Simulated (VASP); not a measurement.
Set up this calculation in VASP 6.6.1, as the native input.

```
Task                   : single point
Functional             : PBE
Potentials or basis    : VASP PAW PBE potentials, release 64 (Mg)
Cutoff                 : 520 eV
k mesh                 : 15 × 15 × 8
Occupations            : gaussian, width 0.1 eV
Spin                   : no spin polarisation
Dipole correction      : no
Further INCAR settings : ALGO = Normal; EDIFF = 1e-07; NBANDS = 9
```

The structure of Mg lies in POSCAR:

```
Mg
1.0
    3.2724941817      0.0000000000      0.0000000000
   -1.6362470908      2.8340630951      0.0000000000
    0.0000000000      0.0000000000      5.2348185510
Mg
2
Direct
    0.3333333333      0.6666666667      0.2500000000
    0.6666666667      0.3333333333      0.7500000000
```

The cell isn't the ideal one: strained and moved within the space group.

These files were run (other wordings do the same):

INCAR

```
  ALGO = Normal
  EDIFF = 1E-7
  ENCUT = 520
  GGA = PE
  ISIF = 2
  ISMEAR = 0
  LASPH = T
  LCHARG = F
  LREAL = F
  LWAVE = F
  NBANDS = 9
  NELM = 100
  PREC = Accurate
  SIGMA = 0.1
```

KPOINTS

```
k-points
0
Gamma
  15 15 8
```

Potentials or basis: VASP PAW PBE potentials, release 64 (Mg).

Command:

```sh
$ cat potpaw_PBE.64/Mg/POTCAR > POTCAR
$ mpirun -np 1 vasp_std > vasp.out
```

Results of the run:

| Quantity | Value |
| --- | --- |
| Pressure | -1.9 GPa |
| Band gap on the k mesh | none (metal or under the smearing width) |

Wall time 11 s on 1 thread of Intel(R) Xeon(R) 6975P-C (Granite Rapids), on a shared host, peak memory 0.19 GiB.
